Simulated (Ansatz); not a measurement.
# Ni (Im-3m) in Ansatz: notebook

Runs on Ni. Level: PBEsol. Tasks: single point.

Program: Ansatz 0.2.0. These are calculated values, not measurements. Logs are shortened: lines on timing, memory, paths and dates and some standing lists are left out, and cuts for length are marked.

**1. The structure**

Symmetry: Im-3m, No. 229, cubic system. Conventional cell: a = 2.767 Å, b = 2.767 Å, c = 2.767 Å, α = 90.00°, β = 90.00°, γ = 90.00°. Around Ni (site symmetry m-3m) lie 8 Ni at 2.40 Å.

This isn't the form of Ni at room conditions, which is fcc.

**2. Single point, PBEsol**

File input.yaml:

```yaml
crystal:
  lattice:
    - [-1.38371547, 1.38371547, 1.38371547]
    - [1.38371547, -1.38371547, 1.38371547]
    - [1.38371547, 1.38371547, -1.38371547]
  atoms:
    - { symbol: Ni, position: [0.0, 0.0, 0.0] }
hamiltonian:
  xc: pbesol
  pseudopotentials: { kind: paw }
kpoints:
  mp_grid: { grid: [13, 13, 13] }
scf:
  occupations: { method: fermi_dirac, width: 0.05 }
output:
  forces: true
  stress: true
  eigenvalues: true
```

Potentials or basis: Ansatz PAW.

Command:

```
$ ansatz run input.yaml --threads 2 --pin off --max-ram 5632MiB --backend cpu --events-out ev --progress --plain --runs-dir out
```

Log:

```text
Warning: RAYON_NUM_THREADS=2 ignored (pool sized by the plan → 2); use --threads N
Engine: ansatz 0.2.0, aarch64-unknown-linux-gnu
Pseudopotentials: kind: paw
Pseudopotential: Ni, paw, valence charge 18, recommended cutoff 420 eV (normal), Ni.paw.azcp
Functional definition: PBEsol
  exchange = pbesol_x
  correlation = pbesol_c
Crystal: 1 atoms, lattice volume = 10.597 Å³
Basis set: ecut = 420 eV, 201 PW (Γ), exchange–correlation on 36×36×36 points (8 copies of the dense FFT grid, shifted against one another)
Bands: 13, of which v1, the nominal top of the filled ones, is band 9 counted from 1 (8 counted from 0)
Symmetry: 48 space group operations
Space group: Im-3m (ITA 229), of the structure as read, at distance tolerance 2.2e-5 Å
k-points: 84 of 2197
Non-local potential: Ni, projectors of the file, l = 0: 3, l = 1: 2, l = 2: 3, l = 3: 1
PAW form: soft (Blöchl's): semilocal exchange-correlation on the pseudo side does not see the compensation charge
PAW frozen core: Ni, regenerated for the run's functional, and the local potential with it (the file was generated under x = pbe(κ = 0.804, μ = 0.2195149727645171), c = pbe(β = 0.06672455060314922))
PAW one-centre angular grid: Ni, 590 points (default); XC on 64 Gauss nodes
Initial density: superposition of atomic densities (neutral atoms: chi_scale 0, normalization atom), corrected by the library's trained network
Initial wavefunctions: pseudopotential atomic-orbital guess
Functional: x = pbesol(κ = 0.804, μ = 0.12345679012345678), c = pbesol(β = 0.046)
SCF iter   1: F=—  HF=-5804.868821 eV  |F-HF|=—  |Δ(HF+E_count)|=         —  Δρ=2.64e-2  dr2=3.84e-2  ethr=1.77e-3  ⟨swp⟩=5.7  Hψ=5902  notcnv=0
preconditioner: auto → none  [metal: Δε(μ)=0.042 eV  Ē_g=14.259 eV  σ=0.050 eV  W_gap=0.20  n_scr=0 (ndim 8)  ℏωp=36.1 eV  f_vac=0.000  D(μ)=1.97/eV (n_scr^D=42)]
SCF iter   2: F=—  HF=-5804.860784 eV  |F-HF|=—  |Δ(HF+E_count)|=   8.04e-3  Δρ=3.44e-3  dr2=6.10e-4  ethr=2.13e-4  ⟨swp⟩=2.0  Hψ=2067  notcnv=0
SCF iter   3: F=—  HF=-5804.860841 eV  |F-HF|=—  |Δ(HF+E_count)|=   5.73e-5  Δρ=6.45e-4  dr2=1.41e-5  ethr=3.39e-6  ⟨swp⟩=2.0  Hψ=1434  notcnv=0
SCF iter   4: F=—  HF=-5804.860867 eV  |F-HF|=—  |Δ(HF+E_count)|=   2.61e-5  Δρ=1.56e-4  dr2=1.39e-6  ethr=7.82e-8  ⟨swp⟩=2.3  Hψ=1812  notcnv=0
iter 5 did not close the SCF: its close was put off for the readings that it lacked (scf_convergence_deferred on its scf_iter line)
SCF iter   5: F=-5804.860867 eV  HF=-5804.860867 eV  |F-HF|=8.32e-9  |Δ(HF+E_count)|=   2.32e-7  Δρ=1.48e-5  dr2=1.29e-8  ethr=7.75e-9  ⟨swp⟩=2.3  Hψ=1499  notcnv=0
SCF iter   6: F=-5804.860867 eV  HF=-5804.860867 eV  |F-HF|=1.00e-11  |Δ(HF+E_count)|=   1.44e-9  Δρ=4.78e-7  dr2=1.34e-11  ethr=7.15e-11  ⟨swp⟩=2.5  Hψ=3796  notcnv=0
SCF 1 converged in 6 iterations: F = -5804.860867 eV  dr2 = 1.34e-11
SCF converged after 6 iterations
Free energy (F): -5804.860867 eV
Harris-Foulkes:  -5804.860867 eV  (|F-HF|=1.00e-11)
Internal energy: -5804.844492 eV  (E = F + TS)
E sigma→0 (E₀):  -5804.852679 eV
Entropy (-TS):   -0.016375 eV (-16.375 meV/atom)
Fermi energy:    18.405096 eV
--- Per-component energies (eV) ---
  E_band       = -275.036079
  E_kinetic    = 283.160055
  E_local      = -3393.723232  (includes V_loc(G=0)·N_el)
  E_nonlocal   = 636.864402
  E_hartree    = 1415.875186
  E_xc         = -84.598353
  E_vxc        = -109.489584  (∫ρ·V_xc dr)
  E_paw        = -1595.011935  (= ΣΔE_a)
  E_vpaw       = -523.598454  (= ΣTr[D̂ρ^β])
  E_aug_tail   = 0.000633  (compensation charges beyond the density's cutoff)
  E_ewald      = -3067.608538
  E_core_change = 0.197289  (= ΣΔE_core)
  E_smearing   = -0.016375  (= −TS)
  E_closure    = -0.000000  (closes the sum)
  Σ components = -5804.860867   (vs F -5804.860867, Δ=0.00e0)
--- Forces (eV/Å), atoms counted from 1 ---
  atom   1  Ni     0.00000000     0.00000000     0.00000000
  max |Σ_I F_I| component: 9.04e-32 eV/Å
--- Stress (GPa, compression-positive) ---
       -4.450528       0.000000      -0.000000
        0.000000      -4.450528      -0.000000
        0.000000       0.000000      -4.450528
  P = ⅓ Tr σ = -4.4505 GPa (-44.505 kbar)
--- Band table (eV; the first three rows and the last of 84) ---
  k-point 0: bands = ["-84.3207", "-44.7160", "-44.7160", "-44.7160", "9.2462", "16.4012", "16.4012", "16.4012", "17.8236", "17.8236", "44.8766", "44.8766", "44.8766"]
  k-point 1: bands = ["-84.3183", "-44.7307", "-44.7210", "-44.7159", "9.4959", "16.3409", "16.3948", "16.5195", "17.7639", "17.8286", "43.0202", "44.4036", "44.5666"]
  k-point 2: bands = ["-84.3115", "-44.7714", "-44.7351", "-44.7157", "10.2229", "16.1759", "16.3512", "16.8572", "17.6470", "17.8451", "39.3551", "42.8851", "43.9314"]
  k-point 83: bands = ["-84.2467", "-44.9025", "-44.9003", "-44.9003", "14.2949", "14.3054", "18.4793", "18.4793", "18.5416", "27.3693", "28.5247", "28.5248", "34.3755"]
```

It took 0.73 s on 2 threads of Arm Neoverse V1, shared host; peak memory 0.26 GiB.

What came out:

```yaml
Free_energy: -5804.8609 eV
Pressure: -4.5 GPa
Band_gap_on_the_k_mesh: none (metal or under the smearing width)
```

Caveat: the run has no spin polarisation, though such a crystal can be magnetic; the PAW data sets come from PBE, with cores solved anew for the run's functional, which leaves a small shift of forces and pressure.

**3. Single point, PBEsol, collinear spin, ferromagnetic start**

Edit input.yaml of step 2 so:

```diff
@@ -6,3 +6,3 @@
   atoms:
-    - { symbol: Ni, position: [0.0, 0.0, 0.0] }
+    - { symbol: Ni, position: [0.0, 0.0, 0.0], spin: 1.0 }
 hamiltonian:
@@ -10,2 +10,4 @@
   pseudopotentials: { kind: paw }
+magnetization:
+  spin_polarized: true
 kpoints:
```

Potentials or basis: Ansatz PAW.

Command:

```
$ ansatz run input.yaml --threads 2 --pin off --max-ram 5632MiB --backend cpu --events-out ev --progress --plain --runs-dir out
```

It took 1.9 s on 2 threads of Arm Neoverse V1, shared host; peak memory 0.28 GiB.

The run converged. Its results:

```
Free energy            : -5804.8719 eV
Pressure               : -2.4 GPa
Band gap on the k mesh : none (metal or under the smearing width)
Net moment             : 0.59 μB per cell
Absolute moment        : 0.65 μB per cell
Site moments           : Ni +0.62 μB
```

Levels at points of the mesh, in eV from the Fermi level:
Spin up:
```
           k point  band 7  band 8  band 9  band 10  band 11  band 12
(0.00, 0.00, 0.00)   -2.38   -2.38   -0.92    -0.92    26.46    26.46
```
Spin down:
```tsv
k point	band 6	band 7	band 8	band 9	band 10	band 11	band 12	band 13
(0.00, 0.00, 0.00)	-1.70	-1.70	-1.70	-0.36	-0.36	26.40	26.40	26.40
```

Caveat: the PAW data sets come from PBE, with cores solved anew for the run's functional, which leaves a small shift of forces and pressure.

**4. Single point, PBEsol, collinear spin, random start**

Edit input.yaml of step 3 so:

```diff
@@ -6,3 +6,3 @@
   atoms:
-    - { symbol: Ni, position: [0.0, 0.0, 0.0], spin: 1.0 }
+    - { symbol: Ni, position: [0.0, 0.0, 0.0], spin: 0.83 }
 hamiltonian:
@@ -20 +20,5 @@
   eigenvalues: true
+  write_density: true
+  write_potential: true
+  elf: true
+  volumetric_format: npy
```

Potentials or basis: Ansatz PAW.

Command:

```
$ ansatz run input.yaml --threads 2 --pin off --max-ram 5632MiB --backend cpu --events-out ev --progress --plain --runs-dir out
```

Log:

```text
Warning: RAYON_NUM_THREADS=2 ignored (pool sized by the plan → 2); use --threads N
Engine: ansatz 0.2.0, aarch64-unknown-linux-gnu
Pseudopotentials: kind: paw
Pseudopotential: Ni, paw, valence charge 18, recommended cutoff 420 eV (normal), Ni.paw.azcp
Functional definition: PBEsol
  exchange = pbesol_x
  correlation = pbesol_c
Crystal: 1 atoms, lattice volume = 10.597 Å³
Basis set: ecut = 420 eV, 201 PW (Γ), exchange–correlation on 36×36×36 points (8 copies of the dense FFT grid, shifted against one another)
Bands: 14, of which v1, the nominal top of the filled ones, is band 9 counted from 1 (8 counted from 0)
Symmetry: 48 space group operations
Space group: Im-3m (ITA 229), of the structure as read, at distance tolerance 2.2e-5 Å
Magnetic group: BNS 229.140 (UNI 1642), of the structure as read, at distance tolerance 2.2e-5 Å
k-points: 84 of 2197
Non-local potential: Ni, projectors of the file, l = 0: 3, l = 1: 2, l = 2: 3, l = 3: 1
PAW form: soft (Blöchl's): semilocal exchange-correlation on the pseudo side does not see the compensation charge
PAW frozen core: Ni, regenerated for the run's functional, and the local potential with it (the file was generated under x = pbe(κ = 0.804, μ = 0.2195149727645171), c = pbe(β = 0.06672455060314922))
PAW one-centre angular grid: Ni, 590 points (default); XC on 64 Gauss nodes
Initial density: superposition of atomic densities (chi_scale 0.1, normalization cell)
Starting moments: Σ|m| = 0.83 μB on 1 of 1 site
Initial wavefunctions: pseudopotential atomic-orbital guess
Functional: x = pbesol(κ = 0.804, μ = 0.12345679012345678), c = pbesol(β = 0.046)
SCF iter   1: F=—  HF=-5804.141895 eV  |F-HF|=—  |Δ(HF+E_count)|=         —  Δρ=6.43e-2 (↑5.68e-2 ↓6.43e-2)  dr2=9.28e-1  dr2_m=3.83e-3  M=0.724 μB ∫|m|=0.756 μB  β_m=0.30  ethr=3.10e-3  ⟨swp⟩=5.7  Hψ=12264  notcnv=0
Mixer restart at iter 1: flushing history
preconditioner: auto → none  [metal: Δε(μ)=0.004 eV  Ē_g=16.290 eV  σ=0.050 eV  W_gap=0.02  n_scr=0 (ndim 8)  ℏωp=36.1 eV  f_vac=0.000  D(μ)=2.71/eV (n_scr^D=54)]
SCF iter   2: F=—  HF=-5803.925527 eV  |F-HF|=—  |Δ(HF+E_count)|=   2.16e-1  Δρ=4.67e-2 (↑3.65e-2 ↓4.67e-2)  dr2=3.35e-1  dr2_m=8.02e-3  M=0.657 μB ∫|m|=0.699 μB  β_m=0.24  ethr=3.10e-3  ⟨swp⟩=2.8  Hψ=5245  notcnv=0  defer=68
SCF iter   3: F=—  HF=-5804.109425 eV  |F-HF|=—  |Δ(HF+E_count)|=   1.84e-1  Δρ=1.94e-2 (↑1.05e-2 ↓1.94e-2)  dr2=2.74e-2  dr2_m=6.10e-3  M=0.657 μB ∫|m|=0.699 μB  β_m=0.62  ethr=1.86e-3  ⟨swp⟩=2.6  Hψ=4034  notcnv=0  defer=67
SCF iter   4: F=—  HF=-5804.780959 eV  |F-HF|=—  |Δ(HF+E_count)|=   6.72e-1  Δρ=2.23e-2 (↑1.74e-2 ↓2.23e-2)  dr2=9.52e-2  dr2_m=1.15e-3  M=0.624 μB ∫|m|=0.676 μB  β_m=0.62  ethr=1.52e-4  ⟨swp⟩=2.8  Hψ=4797  notcnv=0  defer=73
SCF iter   5: F=—  HF=-5804.855009 eV  |F-HF|=—  |Δ(HF+E_count)|=   7.40e-2  Δρ=1.28e-2 (↑5.47e-3 ↓1.28e-2)  dr2=1.97e-2  dr2_m=1.76e-3  M=0.608 μB ∫|m|=0.663 μB  β_m=0.60  ethr=1.52e-4  ⟨swp⟩=2.6  Hψ=4618  notcnv=0  defer=79
SCF iter   6: F=—  HF=-5804.871903 eV  |F-HF|=—  |Δ(HF+E_count)|=   1.69e-2  Δρ=4.81e-3 (↑2.30e-3 ↓4.81e-3)  dr2=4.86e-4  dr2_m=1.20e-3  M=0.595 μB ∫|m|=0.650 μB  β_m=0.80  ethr=1.09e-4  ⟨swp⟩=2.2  Hψ=3945  notcnv=0  defer=81
SCF iter   7: F=—  HF=-5804.871937 eV  |F-HF|=—  |Δ(HF+E_count)|=   3.37e-5  Δρ=2.46e-3 (↑1.04e-3 ↓2.46e-3)  dr2=1.58e-4  dr2_m=2.86e-4  M=0.592 μB ∫|m|=0.647 μB  β_m=0.90  ethr=2.70e-6  ⟨swp⟩=1.4  Hψ=3068  notcnv=0  defer=81
SCF iter   8: F=—  HF=-5804.871894 eV  |F-HF|=—  |Δ(HF+E_count)|=   4.27e-5  Δρ=1.61e-4 (↑5.12e-5 ↓1.61e-4)  dr2=3.01e-6  dr2_m=3.19e-7  M=0.590 μB ∫|m|=0.645 μB  β_m=0.95  ethr=8.78e-7  ⟨swp⟩=1.5  Hψ=2785  notcnv=0  defer=81
SCF iter   9: F=—  HF=-5804.871896 eV  |F-HF|=—  |Δ(HF+E_count)|=   1.34e-6  Δρ=5.68e-5 (↑2.47e-5 ↓5.68e-5)  dr2=4.11e-7  dr2_m=2.58e-8  M=0.590 μB ∫|m|=0.645 μB  β_m=0.98  ethr=1.67e-8  ⟨swp⟩=2.2  Hψ=3244  notcnv=0  defer=81
SCF iter  10: F=—  HF=-5804.871896 eV  |F-HF|=—  |Δ(HF+E_count)|=  6.67e-10  Δρ=3.44e-6 (↑3.44e-6 ↓2.20e-6)  dr2=1.89e-9  dr2_m=5.58e-11  M=0.590 μB ∫|m|=0.645 μB  β_m=0.99  ethr=2.28e-9  ⟨swp⟩=2.1  Hψ=3048  notcnv=0  defer=81
SCF iter  11: F=-5804.871896 eV  HF=-5804.871896 eV  |F-HF|=4.27e-11  |Δ(HF+E_count)|=  9.00e-11  Δρ=4.78e-7 (↑4.78e-7 ↓4.78e-7)  dr2=6.10e-11  dr2_m=3.05e-14  M=0.590 μB ∫|m|=0.645 μB  ethr=1.05e-11  ⟨swp⟩=6.6  Hψ=12519  notcnv=0
SCF 1 converged in 11 iterations: F = -5804.871896 eV  dr2 = 6.10e-11
SCF converged after 11 iterations
Magnetization: 0.5904 μB (9.2952 up, 8.7048 down)
Absolute magnetization: 0.6460 μB (∫|ρ↑−ρ↓|, with the PAW one-centre terms)
Spin contamination: 0.0048 ħ² per cell (⟨S²⟩ above its minimum at these occupations)
Per-site moments (μB) at R_I (Å): [(0.6162605648205518, 0.9886245176193575)]
Free energy (F): -5804.871896 eV
Harris-Foulkes:  -5804.871896 eV  (|F-HF|=4.27e-11)
Internal energy: -5804.856738 eV  (E = F + TS)
E sigma→0 (E₀):  -5804.864317 eV
Entropy (-TS):   -0.015158 eV (-15.158 meV/atom)
Fermi energy:    18.449398 eV
--- Per-component energies (eV) ---
  E_band       = -275.179352
  E_kinetic    = 283.003725
  E_local      = -3393.360577  (includes V_loc(G=0)·N_el)
  E_nonlocal   = 636.852264
  E_hartree    = 1415.595084
  E_xc         = -84.598449
  E_vxc        = -109.489249  (∫ρ·V_xc dr)
  E_paw        = -1594.938172  (= ΣΔE_a)
  E_vpaw       = -523.376913  (= ΣTr[D̂ρ^β])
  E_aug_tail   = 0.000638  (compensation charges beyond the density's cutoff)
  E_ewald      = -3067.608538
  E_core_change = 0.197289  (= ΣΔE_core)
  E_smearing   = -0.015158  (= −TS)
  E_closure    = -0.000000  (closes the sum)
  Σ components = -5804.871896   (vs F -5804.871896, Δ=0.00e0)
--- Forces (eV/Å), atoms counted from 1 ---
  atom   1  Ni     0.00000000     0.00000000     0.00000000
  max |Σ_I F_I| component: 1.73e-31 eV/Å
--- Stress (GPa, compression-positive) ---
       -2.435113      -0.000000      -0.000000
       -0.000000      -2.435113       0.000000
       -0.000000       0.000000      -2.435113
  P = ⅓ Tr σ = -2.4351 GPa (-24.351 kbar)
--- Band table (eV; the first three rows and the last of 168) ---
  k-point 0 ↑: bands = ["-84.6997", "-45.0870", "-45.0870", "-45.0870", "9.2413", "16.0655", "16.0655", "16.0655", "17.5343", "17.5343", "44.9088", "44.9088", "44.9088", "49.7943"]
  k-point 1 ↑: bands = ["-84.6973", "-45.1015", "-45.0920", "-45.0869", "9.4908", "16.0071", "16.0607", "16.1818", "17.4761", "17.5390", "43.0212", "44.4279", "44.5799", "48.4573"]
  k-point 2 ↑: bands = ["-84.6906", "-45.1416", "-45.1059", "-45.0867", "10.2163", "15.8474", "16.0266", "16.5137", "17.3593", "17.5549", "39.3157", "42.8947", "43.9120", "45.7067"]
  k-point 83 ↓: bands = ["-83.8685", "-44.5357", "-44.5334", "-44.5334", "14.4735", "14.4862", "18.8664", "18.8664", "18.9327", "27.4088", "28.5559", "28.5559", "34.4594", "35.0826"]
```

rho_z.tsv:

```text
# z_ang	rho[e/angstrom^3]	rho_spin[e/angstrom^3]
# format = ansatz-planar-average/11
# lattice	-1.383715470	1.383715470	1.383715470
# lattice	1.383715470	-1.383715470	1.383715470
# lattice	1.383715470	1.383715470	-1.383715470
# sites	1
# site	28	0.000000000	0.000000000	0.000000000
0.000000	4.518776e0	1.765244e-1
0.133148	4.127846e0	1.585192e-1
0.266296	3.182237e0	1.164351e-1
0.399444	2.142219e0	7.268754e-2
0.532592	1.331562e0	4.027909e-2
0.665740	8.201817e-1	2.000888e-2
[... 10 lines left out ...]
2.130369	3.182237e0	1.164351e-1
2.263517	4.127846e0	1.585192e-1
```

Wall time 2.4 s (2 threads of Arm Neoverse V1, shared host); peak memory 0.28 GiB.

Results:

- Free energy: -5804.8719 eV
- Pressure: -2.4 GPa
- Band gap on the k mesh: none (metal or under the smearing width)
- Net moment: 0.59 μB per cell
- Absolute moment: 0.65 μB per cell
- Site moments: Ni +0.62 μB

Caveat: the PAW data sets come from PBE, with cores solved anew for the run's functional, which leaves a small shift of forces and pressure.

**5. Single point, PBEsol, collinear spin, ferromagnetic start**

Edit input.yaml of step 4 so:

```diff
@@ -6,3 +6,3 @@
   atoms:
-    - { symbol: Ni, position: [0.0, 0.0, 0.0], spin: 0.83 }
+    - { symbol: Ni, position: [0.0, 0.0, 0.0], spin: 2.5 }
 hamiltonian:
@@ -20,5 +20 @@
   eigenvalues: true
-  write_density: true
-  write_potential: true
-  elf: true
-  volumetric_format: npy
```

Command:

```
$ ansatz run input.yaml --threads 2 --pin off --max-ram 5632MiB --backend cpu --events-out ev --progress --plain --runs-dir out
```

It took 2 s on 2 threads of Arm Neoverse V1, shared host; peak memory 0.28 GiB.

It converged, with:

* Free energy: -5804.8719 eV
* Pressure: -2.4 GPa
* Band gap on the k mesh: none (metal or under the smearing width)
* Net moment: 0.59 μB per cell
* Absolute moment: 0.65 μB per cell
* Site moments: Ni +0.62 μB

Levels at points of the mesh, in eV from the Fermi level:
Spin up:
```tsv
k point	band 7	band 8	band 9	band 10	band 11	band 12
(0.00, 0.00, 0.00)	-2.38	-2.38	-0.92	-0.92	26.46	26.46
```
Spin down:
```tsv
k point	band 6	band 7	band 8	band 9	band 10	band 11	band 12	band 13
(0.00, 0.00, 0.00)	-1.70	-1.70	-1.70	-0.36	-0.36	26.40	26.40	26.40
```

Caveat: the PAW data sets come from PBE, with cores solved anew for the run's functional, which leaves a small shift of forces and pressure.

**6. Summary**

| spin | gap on the mesh (eV) | pressure (GPa) | moment (μB) |
| --- | --- | --- | --- |
| off | none | -4.5 | - |
| collinear, ferromagnetic start | none | -2.4 | 0.59 |
| collinear, random start | none | -2.4 | 0.59 |

Alike in all rows: task single point; level PBEsol; potentials or basis Ansatz PAW; cell as given; k mesh 13 × 13 × 13; cutoff (eV) 420; smearing fermi-dirac 0.05 eV.

Every run on the cell as given and a fine mesh finds a metal.

Caveats: the PAW data sets come from PBE, with cores solved anew for the run's functional, which leaves a small shift of forces and pressure.

Absolute energies hang on the potentials; compare differences alone.
